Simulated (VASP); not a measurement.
Crystal: Rh.

```
CELL_PARAMETERS angstrom
2.68919 0.00000 0.00000
-1.34460 2.32891 0.00000
0.00000 0.00000 4.39145
ATOMIC_POSITIONS crystal
Rh 0.33333 0.66667 0.25000
Rh 0.66667 0.33333 0.75000
```

The cell was built by a generator and needn't be a form met in nature.

| Property | Result |
| --- | --- |
| Program | VASP 6.6.1 |
| Task | relaxation of cell and atoms |
| Functional | BLYP |
| Potentials or basis | VASP PAW PBE potentials, release 64 (Rh_pv) |
| Cutoff | 600 eV |
| k mesh | 13 × 13 × 7 |
| Occupations | fermi-dirac, width 0.1 eV |
| Spin | no spin polarisation |

At the start: pressure 21.7 GPa; volume 13.75 Å³/atom.

Problem. Where does the relaxation end?

Solution. Over 11 steps the energy falls by 75.1 meV/atom and the volume is 14.94 Å³/atom (+8.7 %); space group P6_3/mmc (No. 194, to 0.05 Å).

Step by step:
```
step  energy change (eV)  largest force (eV/Å)  pressure (GPa)  volume (Å³)
   1              0.0000                0.0000           21.71        27.50
   2              0.3407                0.0000          -22.77        35.61
   3             -0.1484                0.0000           -1.09        30.05
   4             -0.1489                0.0000           -0.35        29.92
   5             -0.1489                0.0000            0.07        29.87
   6             -0.1501                0.0000            0.12        29.86
   7             -0.1502                0.0000            0.25        29.86
   8             -0.1503                0.0000            0.21        29.86
   9             -0.1503                0.0000            0.19        29.86
  10             -0.1502                0.0000           -0.22        29.93
  11             -0.1503                0.0000           -0.01        29.89
```

Final structure:
```xyz
2
Lattice="2.7786 0.0000 0.0000 -1.3893 2.4063 0.0000 0.0000 0.0000 4.4701" Properties=species:S:1:pos:R:3 pbc="T T T"
Rh    0.0000    1.6042    1.1175
Rh    1.3893    0.8021    3.3526
```

Caveat: the PAW data sets were made with another functional, which shifts forces and pressure a little.
